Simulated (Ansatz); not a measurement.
# TiO2 (R-3m) in Ansatz: notebook

Aim: see how the results for TiO2 move with the level of theory and the settings. Levels: PBE, LDA. Tasks: band structure.

Program: Ansatz 0.2.0. These are calculated values, not measurements. Logs are shortened: lines on timing, memory, paths and dates and some standing lists are left out, and cuts for length are marked.

### 1 The structure

Symmetry: R-3m, No. 166, trigonal system. Conventional cell: a = 2.995 Å, b = 2.995 Å, c = 20.945 Å, α = 90.00°, β = 90.00°, γ = 120.00°. Ti (site symmetry -3m) has 6 O at 1.98 Å as nearest neighbours. O (site symmetry 3m) has 3 Ti at 1.98 Å as nearest neighbours.

Measurements of this composition are mostly on another form, of space group No. 141.

### 2 Band structure, PBE

input.yaml reads:

```yaml
crystal:
  lattice:
    - [1.4973312015, 0.8644845722, 6.9815443949]
    - [-1.4973312015, 0.8644845722, 6.9815443949]
    - [0.0, -1.7289691445, 6.9815443949]
  atoms:
    - { symbol: Ti, position: [0.0, 0.0, 0.0] }
    - { symbol: O, position: [0.379533, 0.379533, 0.379533] }
    - { symbol: O, position: [0.620467, 0.620467, 0.620467] }
kpoints:
  mp_grid: { grid: [10, 10, 10] }
  band_path:
    path:
      - [0.0, 0.0, 0.0]
      - [0.5, 0.0, 0.0]
      - [0.5, 0.1768882983, -0.1768882983]
    npoints: 8
scf:
  occupations: { method: fermi_dirac, width: 0.05 }
hamiltonian:
  xc: pbe
  pseudopotentials: { kind: all_electron, lapw: { basis_error: 0.002 } }
output:
  forces: true
  stress: true
  eigenvalues: true
```

Potentials or basis: all-electron LAPW, scalar-relativistic.

Command:

```bash
$ ansatz run input.yaml --threads 2 --pin off --max-ram 6144MiB --backend cpu --events-out ev --progress --plain --runs-dir out
```

What it wrote:

```text
Warning: RAYON_NUM_THREADS=2 ignored (pool sized by the plan → 2); use --threads N
LAPW: plane waves up to 9.781 Å⁻¹, error target 2.0e-3 eV per atom; small_component_spin mean_spin; O in spheres of 0.922 Å, 8 of its electrons in bands, Dirac shells []; Ti in spheres of 1.059 Å, 20 of its electrons in bands, Dirac shells [] (how accurate: hamiltonian.pseudopotentials.lapw.basis_error, Limitations)
Engine: ansatz 0.2.0, x86_64-unknown-linux-gnu
Pseudopotentials: kind: all_electron
Pseudopotential: Ti, LAPW, valence charge 20, lapw/all_electron/scalar/gaussian/Ti, Koelling and Harmon's equation, gaussian nucleus
Pseudopotential: O, LAPW, valence charge 8, lapw/all_electron/scalar/gaussian/O, Koelling and Harmon's equation, gaussian nucleus
Functional definition: PBE
  parameter kappa = 0.804
  parameter beta = 0.06672455060314922
  exchange = pbe_x(kappa = kappa, mu = beta*pi^2/3)
  correlation = pbe_c(beta = beta)
Crystal: 3 atoms, lattice volume = 54.222 Å³
Basis set: ecut = 364.4567870951813 eV, 861 PW (Γ), FFT grids on a1−a3, a2−a3, a3, exchange–correlation at level 2
Bands: 22, of which v1, the nominal top of the filled ones, is band 18 counted from 1 (17 counted from 0)
Symmetry: 12 space group operations
Space group: R-3m (ITA 166), of the structure as read, at distance tolerance 3.8e-5 Å
k-points: 116 of 1000
Non-local potential: Ti, projectors of the file, none
Non-local potential: O, projectors of the file, none
Initial density: superposition of atomic densities (chi_scale 0.1, normalization cell, long waves kept (reshape's long-wave potential 0.55 eV rms))
Initial wavefunctions: plane waves of lowest kinetic energy (no species holds an atomic orbital)
Functional: x = pbe(κ = 0.804, μ = 0.2195149727645171), c = pbe(β = 0.06672455060314922)
iter 1 solved again at ethr=2.67e-2 eV; its pass at ethr=1.00e-1 eV (dr2=9.61e0 eV) is discarded
SCF iter   1: F=—  HF=-27338.428136 eV  |F-HF|=—  |Δ(HF+E_count)|=         —  Δρ=1.26e-1  dr2=9.60e0  ethr=2.67e-2  ⟨swp⟩=2.0  Hψ=16987  notcnv=0
preconditioner: auto → none  [insulator: Δε(μ)=6.489 eV  Ē_g=19.375 eV  σ=0.050 eV  W_gap=1.00  n_scr=16 (ndim 8)  ℏωp=23.7 eV  f_vac=0.395  D(μ)=0.00/eV (n_scr^D=0)  ε∞_Penn≈2.5]
SCF iter   2: F=—  HF=-27342.799158 eV  |F-HF|=—  |Δ(HF+E_count)|=    4.37e0  Δρ=2.95e-1  dr2=7.03e1  ethr=2.67e-2  ⟨swp⟩=3.0  Hψ=8596  notcnv=0  recentre
preconditioner: auto → LDOS  [metal: Δε(μ)=0.030 eV  Ē_g=7.715 eV  σ=0.050 eV  W_gap=0.15  n_scr=16 (ndim 8)  ℏωp=20.2 eV  f_vac=0.430  D(μ)=4.06/eV (n_scr^D=44)  β→1.0]
SCF iter   3: F=—  HF=-27335.285263 eV  |F-HF|=—  |Δ(HF+E_count)|=    7.51e0  Δρ=7.63e-2  dr2=3.63e0  ethr=2.67e-2  ⟨swp⟩=3.0  Hψ=8255  notcnv=0
iter 4 solved again at ethr=6.46e-4 eV; its pass at ethr=1.01e-2 eV (dr2=2.33e-1 eV) is discarded
SCF iter   4: F=—  HF=-27333.937314 eV  |F-HF|=—  |Δ(HF+E_count)|=    1.35e0  Δρ=1.71e-2  dr2=2.35e-1  ethr=6.46e-4  ⟨swp⟩=2.0  Hψ=13468  notcnv=0
SCF iter   5: F=—  HF=-27333.885742 eV  |F-HF|=—  |Δ(HF+E_count)|=         —  Δρ=7.75e-3  dr2=4.32e-2  ethr=6.46e-4  ⟨swp⟩=2.0  Hψ=8353  notcnv=0
the basis was enlarged: its passes take 2.2 MiB over the memory plan, 2 of 2 planned eigensolver slots
SCF iter   6: F=—  HF=-27333.873417 eV  |F-HF|=—  |Δ(HF+E_count)|=   1.23e-2  Δρ=4.20e-3  dr2=1.36e-2  ethr=1.20e-4  ⟨swp⟩=2.0  Hψ=8275  notcnv=0
SCF iter   7: F=—  HF=-27333.868824 eV  |F-HF|=—  |Δ(HF+E_count)|=   4.59e-3  Δρ=5.83e-4  dr2=2.73e-4  ethr=3.77e-5  ⟨swp⟩=2.0  Hψ=8186  notcnv=0
SCF iter   8: F=—  HF=-27333.868734 eV  |F-HF|=—  |Δ(HF+E_count)|=   9.01e-5  Δρ=1.29e-4  dr2=1.21e-5  ethr=7.58e-7  ⟨swp⟩=2.0  Hψ=7888  notcnv=0
SCF iter   9: F=—  HF=-27333.868718 eV  |F-HF|=—  |Δ(HF+E_count)|=   1.60e-5  Δρ=2.37e-5  dr2=4.57e-7  ethr=3.35e-8  ⟨swp⟩=2.0  Hψ=7888  notcnv=0
SCF iter  10: F=-27333.868718 eV  HF=-27333.868718 eV  |F-HF|=1.66e-9  |Δ(HF+E_count)|=   1.72e-7  Δρ=1.08e-6  dr2=9.92e-10  ethr=1.27e-9  ⟨swp⟩=2.3  Hψ=7923  notcnv=0
SCF 1 converged in 10 iterations: F = -27333.868718 eV  dr2 = 9.92e-10
NSCF: frozen V_eff on 17 k-points
SCF converged after 10 iterations
Free energy (F): -27333.868718 eV
Harris-Foulkes:  -27333.868718 eV  (|F-HF|=1.66e-9)
Internal energy: -27333.868718 eV  (E = F + TS)
E sigma→0 (E₀):  -27333.868718 eV
Fermi energy:    2.902388 eV
--- Per-component energies (eV) ---
  E_band       = -6051.662109
  E_kinetic    = 27550.862341
  E_xc         = -1612.525493
  E_electrostatic = -53272.205566  (all electrons and nuclei)
  E_smearing   = -0.000000  (= −TS)
  E_closure    = 0.000000  (closes the sum)
  E_atoms      = -27308.428057  (free atoms, spherical and without spin; not in F)
  Σ components = -27333.868718   (vs F -27333.868718, Δ=0.00e0)
  Basis errors (estimates in eV, not in F): energy 9.3e-4 per atom: plane waves 8.5e-4 (5.2e-4 summed), levels above the bands 3.7e-43, relativity 9.9e-8, radial functions 7.9e-5, core shells 5.1e-12; eigenvalues (radial functions only) 3.3e-6; not estimated: angular momenta, meshes, grids; target (lapw.basis_error) 2.0e-3; muffin-tin radii O 0.922 Å, Ti 1.059 Å
--- Forces (eV/Å), atoms counted from 1 ---
  atom   1  Ti     0.00000000    -0.00000000    -0.00000000
  atom   2  O      0.00000000     0.00000000    -0.09267015
  atom   3  O      0.00000000    -0.00000000     0.09267015
  max |Σ_I F_I| component: 0.00e0 eV/Å
--- Stress (GPa, compression-positive) ---
       -0.836231       0.000000       0.000000
        0.000000      -0.836231      -0.000000
        0.000000      -0.000000      -0.556123
  P = ⅓ Tr σ = -0.7429 GPa (-7.429 kbar)
--- Band table (eV; the first three rows and the last of 116) ---
  k-point 0: bands = ["-529.5011", "-502.4206", "-502.4206", "-436.7504", "-436.7230", "-436.7230", "-54.8113", "-31.0824", "-30.8067", "-30.8067", "-15.8661", "-14.1181", "-2.1079", "-2.0726", "-2.0726", "0.9149", "1.3356", "1.3356", "4.2083", "4.2083", "5.8862", "8.3546"]
  k-point 1: bands = ["-529.5011", "-502.4206", "-502.4206", "-436.7504", "-436.7230", "-436.7230", "-54.8047", "-31.0706", "-30.8632", "-30.8173", "-15.7387", "-14.1832", "-2.1336", "-1.9713", "-1.9691", "0.8233", "1.1230", "1.1329", "4.3420", "4.4373", "5.8477", "8.0532"]
  k-point 2: bands = ["-529.5011", "-502.4206", "-502.4206", "-436.7504", "-436.7230", "-436.7230", "-54.7875", "-31.0429", "-31.0050", "-30.8450", "-15.4091", "-14.3422", "-2.2040", "-1.7120", "-1.6155", "-0.1336", "0.7083", "1.4375", "4.5321", "4.8724", "5.7158", "7.5662"]
  k-point 115: bands = ["-529.5011", "-502.4206", "-502.4206", "-436.7504", "-436.7230", "-436.7230", "-54.8113", "-31.0824", "-30.8067", "-30.8067", "-15.8657", "-14.1189", "-2.0842", "-2.0726", "-2.0726", "0.8510", "1.3358", "1.3358", "4.2083", "4.2083", "5.9005", "8.3542"]
```

It took 90 s on 2 threads of Intel Xeon at 2.50GHz (Skylake/Cascade Lake), shared host; peak memory 0.68 GiB.

Results:

```
Free energy             : -27333.8687 eV
Pressure                : -0.7 GPa
Largest force           : 0.093 eV/Å
Band gap on the k mesh  : 2.69 eV, indirect (least direct gap 2.87 eV)
Band gap along the path : 2.72 eV, indirect (least direct gap 2.87 eV)
```

Forces on the atoms (eV/Å):
```
Ti   0.000  0.000  0.000
O    0.000  0.000 -0.093
O    0.000  0.000  0.093
```

Stress tensor (GPa, compression positive):
```
-0.84  0.00  0.00
 0.00 -0.84  0.00
 0.00  0.00 -0.56
```

Levels at the corners of the path, in eV from the valence-band top:
```csv
point,band 15,band 16,band 17,band 18,band 19,band 20,band 21,band 22
Γ,-3.56,-0.57,-0.15,-0.15,2.72,2.72,4.40,6.87
L,-2.50,-1.64,-1.17,-0.61,2.96,3.75,3.82,6.31
B1,-2.71,-1.41,-1.39,-1.02,2.93,3.97,3.99,6.26
```

As with any semilocal functional, this PBE gap is likely too small.

### 3 Band structure, LDA

Edit input.yaml of step 2 so:

```diff
@@ -20,3 +20,3 @@
 hamiltonian:
-  xc: pbe
+  xc: lda
   pseudopotentials: { kind: all_electron, lapw: { basis_error: 0.002 } }
```

Potentials or basis: all-electron LAPW, scalar-relativistic.

Command:

```bash
$ ansatz run input.yaml --threads 2 --pin off --max-ram 6144MiB --backend cpu --events-out ev --progress --plain --runs-dir out
```

Run time: 84 s. Hardware: 2 threads of Intel Xeon at 2.50GHz (Skylake/Cascade Lake), shared host; peak memory 0.68 GiB.

The run converged. Its results:

```yaml
Free_energy: -27260.3336 eV
Pressure: -7.5 GPa
Largest_force: 0.819 eV/Å
Band_gap_on_the_k_mesh: 2.62 eV, indirect (least direct gap 2.79 eV)
Band_gap_along_the_path: 2.65 eV, indirect (least direct gap 2.79 eV)
```

Forces on the atoms (eV/Å):
```
Ti   0.000  0.000  0.000
O    0.000  0.000 -0.819
O    0.000  0.000  0.819
```

Stress tensor (GPa, compression positive):
```
-8.84  0.00  0.00
 0.00 -8.84  0.00
 0.00  0.00 -4.72
```

Levels at the corners of the path, in eV from the valence-band top:
| point | band 15 | band 16 | band 17 | band 18 | band 19 | band 20 | band 21 | band 22 |
| --- | --- | --- | --- | --- | --- | --- | --- | --- |
| Γ | -3.58 | -0.60 | -0.14 | -0.14 | 2.65 | 2.65 | 4.36 | 6.89 |
| L | -2.52 | -1.66 | -1.17 | -0.62 | 2.90 | 3.70 | 3.77 | 6.36 |
| B1 | -2.75 | -1.40 | -1.39 | -1.03 | 2.87 | 3.93 | 3.95 | 6.30 |

Expect the measured gap to be larger: semilocal functionals such as LDA lack the derivative discontinuity.
